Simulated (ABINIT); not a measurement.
## A GW chain in ABINIT: BN (Qingsongite)

Wanted: ground state, empty states, screening and self-energy for BN (Qingsongite).

Program: ABINIT 10.8.3. Level of theory: PBE and many-body steps on it, plane waves. Results are calculated unless marked as measured.

This is a report of a sequence of runs, with most program output left out.

### 1. Set-up

It takes space group F-43m (No. 216, cubic). The conventional cell has a = 3.615 Å, b = 3.615 Å, c = 3.615 Å, α = 90.00°, β = 90.00°, γ = 90.00°. Nearest to B lie 4 N at 1.57 Å. Nearest to N lie 4 B at 1.57 Å. Farther neighbours and most contacts between anions are not listed.

The cell and positions come from the Crystallography Open Database and are kept as given unless a step says otherwise.

### 2. Ground state

This step: ABINIT 10.8.3; DFT, PBE, plane waves, norm-conserving pseudopotentials.

The ground-state density comes first.

run.abi

```
acell 3*1.0 Angstrom
rprim 
  -0.000000000000 1.807500000000 1.807500000000
  1.807500000000 0.000000000000 1.807500000000
  1.807500000000 1.807500000000 -0.000000000000
ntypat 2
znucl 5 7
natom 2
typat 1 2
xred 
  0.000000000000 0.000000000000 0.000000000000
  0.250000000000 0.250000000000 0.250000000000
pp_dirpath "pseudos"
pseudos "B.upf, N.upf"
ecut 36
ngkpt 10 10 10
nshiftk 1
shiftk 0 0 0
kptopt 1
chksymbreak 0
nband 9
occopt 1
tolvrs 1e-10
nstep 60
prtwf 0
optforces 0
optstress 0
indata_prefix "in"
outdata_prefix "out"
tmpdata_prefix "tmp"
```

Command:

```bash
$ OMP_NUM_THREADS=1 mpirun -n 4 abinit run.abi > log
```

Run time: 3.2 s. Hardware: 4 MPI ranks of Intel Xeon 6975P-C (Granite Rapids), shared host; peak memory 0.28 GiB.

Numbers from this step:

* total energy: -364.7007 eV
* gap: 4.535 eV
* k of the valence top: 0, 0, 0
* k of the conduction bottom: 0.5, 0.5, 0
* least direct gap: 8.878 eV

The gap is indirect, with the least direct gap 4.34 eV higher.

### 3. Bands along the symmetry lines

Levels along a band path, at the cheap level, show where the edges lie and whether the meshes to come will hold them.

run.abi

```
acell 3*1.0 Angstrom
rprim 
  -0.000000000000 1.807500000000 1.807500000000
  1.807500000000 0.000000000000 1.807500000000
  1.807500000000 1.807500000000 -0.000000000000
ntypat 2
znucl 5 7
natom 2
typat 1 2
xred 
  0.000000000000 0.000000000000 0.000000000000
  0.250000000000 0.250000000000 0.250000000000
pp_dirpath "pseudos"
pseudos "B.upf, N.upf"
ecut 36
iscf -2
irdden 1
kptopt 0
nkpt 50
kpt 
  0.00000000 0.00000000 0.00000000
  -0.06250000 -0.06250000 0.00000000
  -0.12500000 -0.12500000 0.00000000
  -0.18750000 -0.18750000 0.00000000
  -0.25000000 -0.25000000 0.00000000
  -0.31250000 -0.31250000 0.00000000
  -0.37500000 -0.37500000 0.00000000
  -0.43750000 -0.43750000 0.00000000
  -0.50000000 -0.50000000 0.00000000
  -0.48437500 -0.48437500 0.03125000
  -0.46875000 -0.46875000 0.06250000
  -0.45312500 -0.45312500 0.09375000
  -0.43750000 -0.43750000 0.12500000
  -0.42187500 -0.42187500 0.15625000
  -0.40625000 -0.40625000 0.18750000
  -0.39062500 -0.39062500 0.21875000
  -0.37500000 -0.37500000 0.25000000
  -0.37500000 0.00000000 0.37500000
  -0.32812500 0.00000000 0.32812500
  -0.28125000 0.00000000 0.28125000
  -0.23437500 0.00000000 0.23437500
  -0.18750000 0.00000000 0.18750000
  -0.14062500 0.00000000 0.14062500
  -0.09375000 0.00000000 0.09375000
  -0.04687500 0.00000000 0.04687500
  0.00000000 0.00000000 0.00000000
  0.00000000 0.00000000 0.06250000
  0.00000000 0.00000000 0.12500000
  0.00000000 0.00000000 0.18750000
  0.00000000 0.00000000 0.25000000
  0.00000000 0.00000000 0.31250000
  0.00000000 0.00000000 0.37500000
  0.00000000 0.00000000 0.43750000
  -0.00000000 -0.00000000 0.50000000
  -0.06250000 -0.03125000 0.46875000
  -0.12500000 -0.06250000 0.43750000
  -0.18750000 -0.09375000 0.40625000
  -0.25000000 -0.12500000 0.37500000
  -0.31250000 -0.15625000 0.34375000
  -0.37500000 -0.18750000 0.31250000
  -0.43750000 -0.21875000 0.28125000
  -0.50000000 -0.25000000 0.25000000
  -0.50000000 -0.28125000 0.21875000
  -0.50000000 -0.31250000 0.18750000
  -0.50000000 -0.34375000 0.15625000
  -0.50000000 -0.37500000 0.12500000
  -0.50000000 -0.40625000 0.09375000
  -0.50000000 -0.43750000 0.06250000
  -0.50000000 -0.46875000 0.03125000
  -0.50000000 -0.50000000 0.00000000
istwfk *1
nband 11
nbdbuf 2
tolwfr 1e-08
nstep 40
prtwf 0
prtvol 0
indata_prefix "in"
outdata_prefix "out"
tmpdata_prefix "tmp"
```

Run time: 2.5 s. Hardware: 4 MPI ranks; peak memory 0.07 GiB; 9.1 s of CPU time.

This step gave:

```yaml
gap: 4.535 eV
k_of_the_valence_top: 0, 0, 0
k_of_the_conduction_bottom: -0.5, -0.5, 0
least_direct_gap: 8.878 eV
```

The gap is 4.535 eV, as in the run before at this level.

Electronic bands along the path, in eV, zero at the top of the highest filled band; v1 is the highest filled band, c1 the lowest empty one:

```
    point      v4      v3     v2     v1     c1     c2     c3     c4
        Γ  -20.21    0.00   0.00   0.00   8.88   8.88   8.88  10.37
  halfway  -18.25   -3.97  -3.01  -3.01   6.86  11.62  13.48  13.48
        X  -14.62   -8.91  -4.91  -4.91   4.54   9.34  17.91  17.91
  halfway  -14.55   -8.69  -5.96  -4.69   5.49  10.28  17.32  17.54
        U  -14.54   -8.12  -7.66  -4.08   6.98  12.95  15.84  16.68
jump to K  -14.54   -8.12  -7.66  -4.08   6.98  12.95  15.84  16.68
  halfway  -18.03   -5.73  -3.91  -1.12  10.71  10.76  11.24  13.58
        Γ  -20.21    0.00   0.00   0.00   8.88   8.88   8.88  10.37
  halfway  -18.73   -5.47  -1.13  -1.13   9.70  10.40  10.40  13.57
        L  -15.99  -10.68  -1.94  -1.94  10.21  10.78  10.78  15.26
  halfway  -15.29   -9.69  -4.82  -3.45   9.66  11.24  14.40  15.79
        W  -14.31   -7.58  -6.96  -6.50   9.65  13.35  14.61  14.69
  halfway  -14.47   -8.49  -5.77  -5.71   6.58  11.00  16.25  17.43
        X  -14.62   -8.91  -4.91  -4.91   4.54   9.34  17.91  17.91
```

### 4. Empty states on the mesh, 6×6×6 mesh, 99 bands

The sums over transitions need many empty states on a uniform mesh; this step solves for them.

run.abi

```
acell 3*1.0 Angstrom
rprim 
  -0.000000000000 1.807500000000 1.807500000000
  1.807500000000 0.000000000000 1.807500000000
  1.807500000000 1.807500000000 -0.000000000000
ntypat 2
znucl 5 7
natom 2
typat 1 2
xred 
  0.000000000000 0.000000000000 0.000000000000
  0.250000000000 0.250000000000 0.250000000000
pp_dirpath "pseudos"
pseudos "B.upf, N.upf"
ecut 36
ngkpt 6 6 6
nshiftk 1
shiftk 0 0 0
kptopt 1
chksymbreak 0
irdden 1
istwfk *1
nband 99
prtvol 0
optdriver 6
gwr_task "HDIAGO"
paral_kgb 0
occopt 1
indata_prefix "in"
outdata_prefix "out"
tmpdata_prefix "tmp"
```

Wall time 3.1 s (4 MPI ranks); peak memory 0.34 GiB; 11 s of CPU time.

Numbers from this step:

- gap: 4.535 eV
- k of the valence top: 0, 0, 0
- k of the conduction bottom: 0.5, 0.5, 0
- least direct gap: 8.878 eV
- k points computed: 16
- lowest point of the top converged band, above the valence top: 192.0699 eV

On this mesh the gap is 4.535 eV.

### 5. Screening, 6×6×6 mesh, 91 bands, screening to 261.2 eV

The RPA dielectric matrix is built and inverted for each q.

This step: RPA screening on PBE, plane waves, norm-conserving pseudopotentials.

run.abi, as its differences from that of step 4:

```diff
@@ -20,10 +20,11 @@
 chksymbreak 0
-irdden 1
 istwfk *1
-nband 99
-prtvol 0
-optdriver 6
-gwr_task "HDIAGO"
-paral_kgb 0
 occopt 1
+irdwfk 1
+optdriver 3
+nband 91
+ecuteps 9.6
+inclvkb 2
+awtr 1
+symchi 1
 indata_prefix "in"
```

It took 8.8 s on 4 MPI ranks; peak memory 0.53 GiB.

This step gave:

```yaml
eps_infinity_with_local_fields_on_this_mesh_along_the_program_s_q_direction: 4.390
the_same_without_local_fields: 4.743
plasma_frequency: 30.56 eV
plane_waves_in_the_screening_matrix: 113
```

Local fields lower ε∞ by 7 %. On a Γ-centred mesh this coarse the value itself is usually too large, while a short band sum pulls it down.

### 6. Self-energy, 6×6×6 mesh, 91 bands, screening to 261.2 eV

The self-energy is evaluated for the states that the input lists, and the levels follow from it, in one-shot runs by the linearised quasiparticle equation.

This step: G0W0 on PBE, plane waves, norm-conserving pseudopotentials.

run.abi, as its differences from that of step 5:

```diff
@@ -23,8 +23,17 @@
 irdwfk 1
-optdriver 3
+optdriver 4
 nband 91
+gwcalctyp 0
+ecutsigx 36
+symsigma 1
+nkptgw 2
+kptgw 
+  0.0000000000 0.0000000000 0.0000000000
+  0.5000000000 0.5000000000 0.0000000000
+bdgw 
+  2 7
+  3 6
 ecuteps 9.6
-inclvkb 2
-awtr 1
-symchi 1
+irdscr 1
+ppmodel 1
 indata_prefix "in"
```

It took 3.6 s on 4 MPI ranks; peak memory 0.54 GiB.

Numbers from this step:

| Property | Result |
| --- | --- |
| G0W0 gap on the points computed | 6.038 eV |
| starting gap on the mesh | 4.535 eV |
| k of the valence top | 0, 0, 0 |
| k of the conduction bottom | 0.5, 0.5, 0 |
| Z at the valence top | 0.827 |
| Z at the conduction bottom | 0.854 |
| least direct G0W0 gap on the computed points | 10.95 eV |

The gap on the mesh goes from 4.53 eV to 6.04 eV, a correction of +1.50 eV.

Limits: finite bands, cutoff and mesh; coarse k mesh. v1 is the top filled band, c1 the lowest empty one. Levels before and after the correction, in eV, zero at the valence-band top of each column:

```
           conduction bottom  valence top
Kohn-Sham               4.53         0.00
     G0W0               6.04         0.00
```

```
                       level  energy (eV)
Kohn-Sham            Γ v3-v1        0.000
Kohn-Sham            Γ c1-c3        8.878
Kohn-Sham  (0.5 0.5 0) v2-v1       -4.907
Kohn-Sham     (0.5 0.5 0) c1        4.535
Kohn-Sham     (0.5 0.5 0) c2        9.342
     G0W0            Γ v3-v1        0.000
     G0W0            Γ c1-c3       10.949
     G0W0  (0.5 0.5 0) v2-v1       -5.368
     G0W0     (0.5 0.5 0) c1        6.038
     G0W0     (0.5 0.5 0) c2       10.964
```

### 7. Where the time went

Times are wall times on 4 MPI ranks of Intel Xeon 6975P-C (Granite Rapids), shared host, good to a factor of about two.

```
                          step   time  share  memory (GiB)
                  ground state  3.2 s   15 %          0.28
bands along the symmetry lines  2.5 s   12 %          0.07
      empty states on the mesh  3.1 s   15 %          0.34
                     screening  8.8 s   41 %          0.53
                   self-energy  3.6 s   17 %          0.54
```

### 8. Results

```yaml
pbe_gap: 4.54 eV, indirect
g0w0_gap_on_the_mesh: 6.04 eV
gw_settings: 6×6×6 mesh, 91 bands, screening to 261.2 eV, Godby-Needs plasmon pole
known_limits: not at the basis limit; coarse k mesh
```

**Reading.** G0W0 moves the gap on the mesh from 4.53 eV to 6.04 eV (+1.50 eV), with Z of 0.83 and 0.85 at the edges. Local fields lower the RPA ε∞ on this mesh from 4.74 to 4.39; a Γ-centred mesh this coarse tends to raise both, most where the direct gap is narrow, while a short band sum lowers them. Only 2 of the mesh's irreducible points were corrected, so a valley elsewhere could overtake. The dearest step here is «screening». Bands and cutoff are finite, so the gap is not at the basis limit. The miss can reach some tenths of an eV and take either sign; the mesh is an error of its own. In the G0W0 run levels were corrected at 2 k points alone, so a gap called «on the mesh» is the least over those, and an edge elsewhere would be missed. The 6×6×6 mesh is coarse for this cell, which bears on the long-range parts of exchange and screening.

[Paths, hosts, dates, memory and timing lines, banners, echoed tables and standing remarks are left out of the program output.]

[Logs are printed without paths, hosts, clocks, repeated set-up lines and the standing remarks that a program may print on its own settings, such as how far it seeks lower states.]

[Runs of the session that timed out or met a known fault of the program may be left out.]

[Hosts, paths, dates, database ids (printed as entryN), source tags and the programs' standing remarks are cut or masked in the printed files.]

[G0W0 gaps are taken among the corrected bands and points alone; a level outside them can change the order at an edge.]

[Where Ansatz stands beside ABINIT at settings called matched, ABINIT's density can come from a denser mesh and the files from another edition; pairs whose starting gaps differed by over 0.03 eV were left out, so agreement reads better than it is.]
